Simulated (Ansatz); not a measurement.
# Dielectric response of RbCl (001) films

Aim: the electronic and static ε of rocksalt RbCl (001) from films of three thicknesses in a field.

Method: plane-wave DFT, LDA, Ansatz PAW, in Ansatz 0.2.0.

Report form: the programs' logs are mostly left out.

## Step 1: Starting point

The cell holds 6 atoms: 3 Rb and 3 Cl. Its edges and angles: a = 4.653 Å, b = 4.653 Å, c = 24.580 Å, α = 90.0°, β = 90.0°, γ = 90.0°. It derives from RbCl (rocksalt RbCl). Vacuum lies along c.

## Step 2: Relaxation, 6 atoms, units 3

The structure is relaxed first, because levels and dipoles at a surface follow the positions of the outer atoms.

input.yaml reads:

```yaml
crystal:
  lattice:
    - [4.65276262, 0.0, 0.0]
    - [0.0, 4.65276262, 0.0]
    - [0.0, 0.0, 24.58]
  atoms:
    - { symbol: Rb, position: [0.5, 0.5, 0.3661513426] }
    - { symbol: Cl, position: [0.0, 0.0, 0.3661513426] }
    - { symbol: Rb, position: [0.0, 0.0, 0.5] }
    - { symbol: Cl, position: [0.5, 0.5, 0.5] }
    - { symbol: Rb, position: [0.5, 0.5, 0.6338486574] }
    - { symbol: Cl, position: [0.0, 0.0, 0.6338486574] }
kpoints:
  mp_grid: { grid: [6, 6, 1] }
hamiltonian:
  xc: lda
scf:
  occupations: { method: fixed }
  convergence: { dr2_threshold: 1.0e-09 }
efield:
  axis: 3
  dipole_correction: true
  ramp_position: 0.97
  ramp_width: 0.06
relax:
  f_tol: 0.003
  max_steps: 100
output:
  write_potential: true
  write_density: true
  volumetric_format: npy
```

Launch:

```
$ ansatz run input.yaml --threads 8 --pin off --max-ram 12288MiB --backend cpu --events-out ev --progress --plain --runs-dir out
```

Wall time 6.2 s (8 threads of Arm Neoverse V2, shared host); peak memory 0.94 GiB; 45 s of CPU time.

Relaxation path:

```tsv
step	energy less that of the first step (eV)	largest force component (eV/Å)
1	0.0000	0.1527
2	-0.0332	0.0698
3	-0.0408	0.0427
4	-0.0425	0.0072
5	-0.0425	0.0010
```

Forces are held to the 8 operations that the run works with; a distortion that breaks them can't arise in this run.

The atoms that moved most (Å):

```tsv
atom	dx	dy	dz	length
Rb1	0.000	0.000	0.153	0.153
Rb5	0.000	0.000	-0.153	0.153
Cl6	0.000	0.000	-0.140	0.140
Cl2	0.000	0.000	0.140	0.140
```

Final coordinates:

```xyz
6
Lattice="4.6528 0.0000 0.0000 0.0000 4.6528 0.0000 0.0000 0.0000 24.5800" Properties=species:S:1:pos:R:3
Rb    2.3264    2.3264    9.1534
Cl    0.0000    0.0000    9.1401
Rb    0.0000    0.0000   12.2900
Cl    2.3264    2.3264   12.2900
Rb    2.3264    2.3264   15.4266
Cl    0.0000    0.0000   15.4399
```

This step gave:

* gap on the k-mesh: 4.629 eV
* dipole along the normal: 1.37e-7 e·Å
* ionisation energy, upper face: 6.257 eV
* electron affinity, upper face: 1.628 eV

Running mean over 3.29 Å of the planar mean; the ramp of the sawtooth is left out. Table of electron's electrostatic potential energy less the highest filled level by z:

z (Å), electron's electrostatic potential energy less the highest filled level (eV) and a bar:
```
        4       6.26 ##############################
        5       6.26 ##############################
        6       6.22 ##############################
        7       5.42 ##########################
        8       1.51 #######
        9       0.71 ###
       10       0.50 ##
       11       0.13 
       12       0.67 ###
       13       0.58 ###
       14       0.05 
       15       0.65 ###
       16       0.80 ####
       17       3.10 ###############
       18       6.04 #############################
       19       6.25 ##############################
       20       6.26 ##############################
       21       6.26 ##############################
```

The relaxation took 5 steps and lowered the energy by 0.042 eV; the largest force on the free atoms ends at 9.7e-4 eV/Å.

The gap is 4.63 eV, with the valence edge 6.26 eV and the conduction edge 1.63 eV under the upper vacuum level.

## Step 3: Single point on the relaxed film, 6 atoms, units 3

The film was relaxed beforehand; a single point on the relaxed positions gives its levels and potential.

input.yaml, the sections that differ from step 2:

```yaml
crystal:
  lattice:
    - [4.65276262, 0.0, 0.0]
    - [0.0, 4.65276262, 0.0]
    - [0.0, 0.0, 24.58]
  atoms:
    - { symbol: Rb, position: [0.5, 0.5, 0.37239096] }
    - { symbol: Cl, position: [0.0, 0.0, 0.3718499037] }
    - { symbol: Rb, position: [0.0, 0.0, 0.4999999984] }
    - { symbol: Cl, position: [0.5, 0.5, 0.5000000013] }
    - { symbol: Rb, position: [0.5, 0.5, 0.6276090411] }
    - { symbol: Cl, position: [0.0, 0.0, 0.6281500956] }
output:
  eigenvalues: true
  write_potential: true
  write_density: true
  volumetric_format: npy
# kpoints, hamiltonian, scf, efield: as in step 2
# relax: removed
```

Run time: 2.1 s. Hardware: 8 threads; peak memory 0.97 GiB.

This step gave:

```yaml
dipole_along_the_normal: -1.14e-7 e·Å
```

Running mean over 3.29 Å of the planar mean; the ramp of the sawtooth is left out. Table of electron's electrostatic potential energy less the highest filled level by z:

```tsv
z (Å)	electron's electrostatic potential energy less the highest filled level (eV)
4	6.26
5	6.26
6	6.22
7	5.42
8	1.51
9	0.706
10	0.501
11	0.131
12	0.675
13	0.583
14	0.0475
15	0.651
16	0.796
17	3.10
18	6.04
19	6.25
20	6.26
21	6.26
```

The gap is 4.63 eV, with the valence edge 6.26 eV and the conduction edge 1.63 eV under the upper vacuum level.

## Step 4: Single point, 6 atoms, units 3, field 0.05 V/Å

A sawtooth potential applies the field, turning back in the middle of the vacuum. With the dipole correction the typed value is the field outside the slab. The induced dipole is small, so the SCF threshold is tight.

Edit input.yaml of step 3 so:

```diff
@@ -18,3 +18,3 @@
   occupations: { method: fixed }
-  convergence: { dr2_threshold: 1.0e-09 }
+  convergence: { dr2_threshold: 1.0e-10 }
 efield:
@@ -24,4 +24,4 @@
   ramp_width: 0.06
+  amplitude: 0.05
 output:
-  eigenvalues: true
   write_potential: true
```

It took 2.2 s on 8 threads; peak memory 0.95 GiB; 16 s of CPU time.

This step gave:

```yaml
gap_on_the_k_mesh: 4.584 eV
dipole_along_the_normal: 0.03475 e·Å
```

The dipole is 0.0348 e·Å, and the gap on the mesh 4.584 eV.

## Step 5: Atoms held, 6 atoms, units 3, field -0.05 V/Å

Edit input.yaml of step 4 so:

```diff
@@ -24,3 +24,3 @@
   ramp_width: 0.06
-  amplitude: 0.05
+  amplitude: -0.05
 output:
```

It took 2.2 s on 8 threads; peak memory 0.95 GiB; 16 s of CPU time.

The dipole is -0.0348 e·Å, and the gap on the mesh 4.584 eV.

## Step 6: Response with the atoms held, 6 atoms, units 3

This step: plane-wave DFT, LDA, Ansatz PAW; response to a field along the normal, atoms held (Ansatz 0.2.0).

The two fields give this film's response with the atoms held: the electronic part.

Numbers from this step:

```yaml
equivalent_conductor_thickness_p_eps_0ae: 5.810 Å
distance_between_the_outer_atoms: 6.300 Å
thickness: 9.87 Å
```

Local field over the applied field, running mean. From the potentials at -0.05 and 0.05 V/Å; running mean over 3.29 Å, taken twice. Table of local field over applied field by z:

z (Å), local field over applied field and a bar from the least value:
```
      4.5      0.993 ##############################
      5.0      0.982 #############################
      5.5      0.957 ############################
      6.0      0.915 ##########################
      6.5      0.854 #######################
      7.0      0.779 ###################
      7.5      0.697 ###############
      8.0      0.614 ###########
      8.5      0.538 #######
      9.0      0.477 ####
      9.5      0.434 ##
     10.0      0.410 #
     10.5      0.400 
     11.0      0.398 
     11.5      0.397 
     12.0      0.397 
     12.5      0.397 
     13.0      0.397 
     13.5      0.397 
     14.0      0.399 
     14.5      0.407 #
     15.0      0.429 ##
     15.5      0.469 ####
     16.0      0.527 #######
     16.5      0.601 ##########
     17.0      0.683 ##############
     17.5      0.766 ###################
     18.0      0.843 ######################
     18.5      0.907 ##########################
     19.0      0.952 ############################
     19.5      0.979 #############################
     20.0      0.992 ##############################
```

Electrons, planar mean, per unit field. Table of induced electron density by z:

z (Å), induced electron density (e/Å³ per V/Å) and a bar from the least value:
```
      4.5    0.00000 ###############
      5.0    0.00001 ###############
      5.5    0.00003 ################
      6.0    0.00009 ################
      6.5    0.00027 #################
      7.0    0.00073 ###################
      7.5    0.00172 #######################
      8.0    0.00319 ##############################
      8.5    0.00278 ############################
      9.0    0.00045 #################
      9.5   -0.00116 ##########
     10.0   -0.00321 #
     10.5   -0.00126 ##########
     11.0    0.00155 #######################
     11.5    0.00316 ##############################
     12.0    0.00082 ###################
     12.5   -0.00052 #############
     13.0   -0.00302 ##
     13.5   -0.00198 ######
     14.0    0.00081 ###################
     14.5    0.00310 ##############################
     15.0    0.00163 #######################
     15.5   -0.00029 ##############
     16.0   -0.00233 #####
     16.5   -0.00336 
     17.0   -0.00195 ######
     17.5   -0.00084 ############
     18.0   -0.00032 ##############
     18.5   -0.00011 ###############
     19.0   -0.00004 ###############
     19.5   -0.00001 ###############
     20.0    0.00000 ###############
```

By hand: between -0.05 and 0.05 V/Å the dipole changes by 0.06951 e·Å, a slope of 0.6951 e·Å²/V. A perfect conductor of thickness t has p = ε₀AEt, so t = 180.95 × 0.6951 / 21.648 = 5.81 Å (e/ε₀ = 180.95 V·Å, A in Å²).

The induced dipole is that of a conductor 5.81 Å thick.

## Step 7: Field on, atoms free, 6 atoms, field 0.05 V/Å

This step: plane-wave DFT, LDA, Ansatz PAW (Ansatz 0.2.0).

Now the atoms may follow the field. A weak field makes forces of meV/Å to tens of meV/Å, so the force tolerance is set well below the usual one.

Edit input.yaml of step 5 so:

```diff
@@ -24,3 +24,6 @@
   ramp_width: 0.06
-  amplitude: -0.05
+  amplitude: 0.05
+relax:
+  f_tol: 0.0006
+  max_steps: 70
 output:
```

It took 4.1 s on 8 threads; peak memory 0.92 GiB; 29 s of CPU time.

Step by step:

```tsv
step	energy less that of the first step (eV)	largest force component (eV/Å)
1	0.0000	0.0246
2	-0.0004	0.0064
3	-0.0004	0.0004
```

Forces are held to the 8 operations that the run works with; a distortion that breaks them can't arise in this run.

Final coordinates:

```xyz
6
Lattice="4.6528 0.0000 0.0000 0.0000 4.6528 0.0000 0.0000 0.0000 24.5800" Properties=species:S:1:pos:R:3
Rb    2.3264    2.3264    9.1610
Cl    0.0000    0.0000    9.1318
Rb    0.0000    0.0000   12.2908
Cl    2.3264    2.3264   12.2899
Rb    2.3264    2.3264   15.4339
Cl    0.0000    0.0000   15.4325
```

Numbers from this step:

| Property | Result |
| --- | --- |
| gap on the k-mesh | 4.622 eV |
| dipole along the normal | 0.04959 e·Å |

The relaxation took 3 steps and lowered the energy by 3.7e-4 eV; the largest force on the free atoms ends at 3.9e-4 eV/Å.

The dipole is 0.0496 e·Å, and the gap on the mesh 4.622 eV.

## Step 8: Field on, atoms free, 6 atoms, field -0.05 V/Å

The opposite sign, again from the field-free geometry; the difference of the two cancels what relaxes without a field.

Edit input.yaml of step 7 so:

```diff
@@ -24,3 +24,3 @@
   ramp_width: 0.06
-  amplitude: 0.05
+  amplitude: -0.05
 relax:
```

Elapsed: 4.1 s, on 8 threads; peak memory 0.92 GiB; 29 s of CPU time.

Step by step:

```tsv
step	energy less that of the first step (eV)	largest force component (eV/Å)
1	0.0000	0.0246
2	-0.0004	0.0064
3	-0.0004	0.0004
```

Forces are held to the 8 operations that the run works with; a distortion that breaks them can't arise in this run.

The relaxed structure:

```cif
data_structure
_symmetry_space_group_name_H-M 'P 1'
_symmetry_Int_Tables_number 1
_cell_length_a 4.6528
_cell_length_b 4.6528
_cell_length_c 24.5800
_cell_angle_alpha 90.000
_cell_angle_beta 90.000
_cell_angle_gamma 90.000
_cell_volume 532.11
loop_
_atom_site_label
_atom_site_type_symbol
_atom_site_fract_x
_atom_site_fract_y
_atom_site_fract_z
_atom_site_occupancy
Rb1 Rb 0.50000 0.50000 0.37209 1
Cl2 Cl 0.00000 0.00000 0.37215 1
Rb3 Rb 0.00000 0.00000 0.49997 1
Cl4 Cl 0.50000 0.50000 0.50000 1
Rb5 Rb 0.50000 0.50000 0.62730 1
Cl6 Cl 0.00000 0.00000 0.62849 1
```

The relaxation took 3 steps and lowered the energy by 3.7e-4 eV; the largest force on the free atoms ends at 3.9e-4 eV/Å.

The dipole is -0.0496 e·Å, and the gap on the mesh 4.622 eV.

## Step 9: Response with the atoms relaxed, 6 atoms, units 3

This step: plane-wave DFT, LDA, Ansatz PAW; response to a field along the normal, atoms relaxed (Ansatz 0.2.0).

The two relaxed runs give the static response.

This step gave:

* equivalent conductor thickness p/(ε₀AE): 8.290 Å
* distance between the outer atoms: 6.302 Å

Local field over the applied field, running mean. From the potentials at -0.05 and 0.05 V/Å; running mean over 3.29 Å, taken twice. The local field over applied field by z:

```tsv
z (Å)	local field over applied field
4.5	0.991
5.0	0.976
5.5	0.962
6.0	0.914
6.5	0.783
7.0	0.652
7.5	0.514
8.0	0.380
8.5	0.260
9.0	0.111
9.5	0.0883
10.0	0.133
10.5	0.174
11.0	0.225
11.5	0.272
12.0	0.330
12.5	0.339
13.0	0.279
13.5	0.233
14.0	0.182
14.5	0.139
15.0	0.0969
15.5	0.0951
16.0	0.238
16.5	0.360
17.0	0.493
17.5	0.630
18.0	0.762
18.5	0.895
19.0	0.960
19.5	0.973
20.0	0.990
```

The induced dipole is that of a conductor 8.29 Å thick.

## Step 10: Relaxing the film, 10 atoms, units 5

This step: plane-wave DFT, LDA, Ansatz PAW (Ansatz 0.2.0).

System of this step: RbCl (001), 5 units. The cell holds 10 atoms: 5 Rb and 5 Cl. Cell: a = 4.653 Å, b = 4.653 Å, c = 31.160 Å, α = 90.0°, β = 90.0°, γ = 90.0°. It derives from RbCl (rocksalt RbCl). Vacuum lies along c.

The next thickness, treated alike, so that differences show the interior and the faces cancel.

input.yaml reads:

```yaml
crystal:
  lattice:
    - [4.65276262, 0.0, 0.0]
    - [0.0, 4.65276262, 0.0]
    - [0.0, 0.0, 31.16]
  atoms:
    - { symbol: Rb, position: [0.5, 0.5, 0.2888318357] }
    - { symbol: Cl, position: [0.0, 0.0, 0.2888318357] }
    - { symbol: Rb, position: [0.0, 0.0, 0.3944159178] }
    - { symbol: Cl, position: [0.5, 0.5, 0.3944159178] }
    - { symbol: Rb, position: [0.5, 0.5, 0.5] }
    - { symbol: Cl, position: [0.0, 0.0, 0.5] }
    - { symbol: Rb, position: [0.0, 0.0, 0.6055840822] }
    - { symbol: Cl, position: [0.5, 0.5, 0.6055840822] }
    - { symbol: Rb, position: [0.5, 0.5, 0.7111681643] }
    - { symbol: Cl, position: [0.0, 0.0, 0.7111681643] }
kpoints:
  mp_grid: { grid: [6, 6, 1] }
hamiltonian:
  xc: lda
scf:
  occupations: { method: fixed }
  convergence: { dr2_threshold: 1.0e-09 }
efield:
  axis: 3
  dipole_correction: true
  ramp_position: 0.97
  ramp_width: 0.06
relax:
  f_tol: 0.003
  max_steps: 100
output:
  write_potential: true
  write_density: true
  volumetric_format: npy
```

Elapsed: 14 s, on 8 threads; peak memory 1.4 GiB.

The steps of the relaxation:

```tsv
step	energy less that of the first step (eV)	largest force component (eV/Å)
1	0.0000	0.1536
2	-0.0556	0.0756
3	-0.0694	0.0476
4	-0.0723	0.0070
5	-0.0723	0.0011
```

Forces are held to the 8 operations that the run works with; a distortion that breaks them can't arise in this run.

The atoms that moved most (Å):

```tsv
atom	dx	dy	dz	length
Rb1	0.000	0.000	0.276	0.276
Rb9	0.000	0.000	-0.276	0.276
Cl10	0.000	0.000	-0.265	0.265
Cl2	0.000	0.000	0.265	0.265
Rb3	0.000	0.000	0.122	0.122
Rb7	0.000	0.000	-0.122	0.122
Cl8	0.000	0.000	-0.119	0.119
Cl4	0.000	0.000	0.119	0.119
```

The relaxation took 5 steps and lowered the energy by 0.072 eV; the largest force on the free atoms ends at 0.0011 eV/Å.

The gap is 4.62 eV, with the valence edge 6.28 eV and the conduction edge 1.66 eV under the upper vacuum level.

## Step 11: The relaxed film, single point, 10 atoms, units 5

input.yaml, the sections that differ from step 10:

```yaml
crystal:
  lattice:
    - [4.65276262, 0.0, 0.0]
    - [0.0, 4.65276262, 0.0]
    - [0.0, 0.0, 31.16]
  atoms:
    - { symbol: Rb, position: [0.5, 0.5, 0.2976804653] }
    - { symbol: Cl, position: [0.0, 0.0, 0.2973349304] }
    - { symbol: Rb, position: [0.0, 0.0, 0.3983164539] }
    - { symbol: Cl, position: [0.5, 0.5, 0.3982304313] }
    - { symbol: Rb, position: [0.5, 0.5, 0.5000000017] }
    - { symbol: Cl, position: [0.0, 0.0, 0.4999999988] }
    - { symbol: Rb, position: [0.0, 0.0, 0.6016835491] }
    - { symbol: Cl, position: [0.5, 0.5, 0.6017695658] }
    - { symbol: Rb, position: [0.5, 0.5, 0.7023195365] }
    - { symbol: Cl, position: [0.0, 0.0, 0.7026650672] }
output:
  eigenvalues: true
  write_potential: true
  write_density: true
  volumetric_format: npy
  elf: true
# kpoints, hamiltonian, scf, efield: as in step 10
# relax: removed
```

The job ended after 4.7 s (8 threads; peak memory 1.5 GiB).

The gap is 4.62 eV, with the valence edge 6.28 eV and the conduction edge 1.66 eV under the upper vacuum level.

## Step 12: Atoms held, 10 atoms, units 5, field 0.05 V/Å

Edit input.yaml of step 11 so:

```diff
@@ -22,3 +22,3 @@
   occupations: { method: fixed }
-  convergence: { dr2_threshold: 1.0e-09 }
+  convergence: { dr2_threshold: 1.0e-10 }
 efield:
@@ -28,4 +28,4 @@
   ramp_width: 0.06
+  amplitude: 0.05
 output:
-  eigenvalues: true
   write_potential: true
@@ -33,2 +33 @@
   volumetric_format: npy
-  elf: true
```

Run time: 5.2 s. Hardware: 8 threads; peak memory 1.5 GiB.

The dipole is 0.0573 e·Å, and the gap on the mesh 4.456 eV.

## Step 13: Single point, 10 atoms, units 5, field -0.05 V/Å

Edit input.yaml of step 12 so:

```diff
@@ -28,3 +28,3 @@
   ramp_width: 0.06
-  amplitude: 0.05
+  amplitude: -0.05
 output:
```

Elapsed: 5.1 s, on 8 threads; peak memory 1.5 GiB.

The dipole is -0.0573 e·Å, and the gap on the mesh 4.456 eV.

## Step 14: Response with the atoms held, 10 atoms, units 5

This step: plane-wave DFT, LDA, Ansatz PAW; response to a field along the normal, atoms held (Ansatz 0.2.0).

Local field over the applied field, running mean. From the potentials at -0.05 and 0.05 V/Å; running mean over 3.29 Å, taken twice. The local field over applied field by z:

```tsv
z (Å)	local field over applied field
4.5	0.995
5.0	0.985
5.5	0.965
6.0	0.927
6.5	0.871
7.0	0.799
7.5	0.717
8.0	0.634
8.5	0.556
9.0	0.490
9.5	0.442
10.0	0.413
10.5	0.401
11.0	0.397
11.5	0.398
12.0	0.399
12.5	0.401
13.0	0.402
13.5	0.404
14.0	0.405
14.5	0.405
15.0	0.405
15.5	0.405
16.0	0.405
16.5	0.405
17.0	0.405
17.5	0.405
18.0	0.403
18.5	0.401
19.0	0.399
19.5	0.398
20.0	0.397
20.5	0.399
21.0	0.408
21.5	0.431
22.0	0.473
22.5	0.533
23.0	0.608
23.5	0.691
24.0	0.773
24.5	0.849
25.0	0.911
25.5	0.955
26.0	0.980
26.5	0.993
```

The induced dipole is that of a conductor 9.58 Å thick.

## Step 15: Relaxing in the field, 10 atoms, units 5, field 0.05 V/Å

This step: plane-wave DFT, LDA, Ansatz PAW (Ansatz 0.2.0).

The same pair of relaxations in the field for this thickness.

Edit input.yaml of step 13 so:

```diff
@@ -28,3 +28,6 @@
   ramp_width: 0.06
-  amplitude: -0.05
+  amplitude: 0.05
+relax:
+  f_tol: 0.0006
+  max_steps: 70
 output:
```

Wall time 9.5 s (8 threads); peak memory 1.4 GiB.

Step by step:

```tsv
step	energy less that of the first step (eV)	largest force component (eV/Å)
1	0.0000	0.0250
2	-0.0005	0.0034
3	-0.0005	0.0004
```

The run keeps the 8 symmetry operations that it works with, so distortions that break them were not tested.

Final coordinates:

```xyz
10
Lattice="4.6528 0.0000 0.0000 0.0000 4.6528 0.0000 0.0000 0.0000 31.1600" Properties=species:S:1:pos:R:3
Rb    2.3264    2.3264    9.2826
Cl    0.0000    0.0000    9.2581
Rb    0.0000    0.0000   12.4140
Cl    2.3264    2.3264   12.4072
Rb    2.3264    2.3264   15.5847
Cl    0.0000    0.0000   15.5753
Rb    0.0000    0.0000   18.7501
Cl    2.3264    2.3264   18.7495
Rb    2.3264    2.3264   21.8908
Cl    0.0000    0.0000   21.8879
```

The relaxation took 3 steps and lowered the energy by 5.2e-4 eV; the largest force on the free atoms ends at 3.9e-4 eV/Å.

The dipole is 0.0783 e·Å, and the gap on the mesh 4.543 eV.

(Continued in part 2 of 2.)

[Logs are printed without paths, hosts, clocks, repeated set-up lines and the standing remarks that a program may print on its own settings, such as how far it seeks lower states.]

[Hosts, paths, dates, database ids (printed as entryN), source tags and the programs' standing remarks are cut or masked in the printed files.]

[Maps of the electrostatic potential energy from Ansatz leave out the sawtooth potential of an applied field or a dipole correction, so their vacuum need not be flat; planar profiles and work functions include it.]
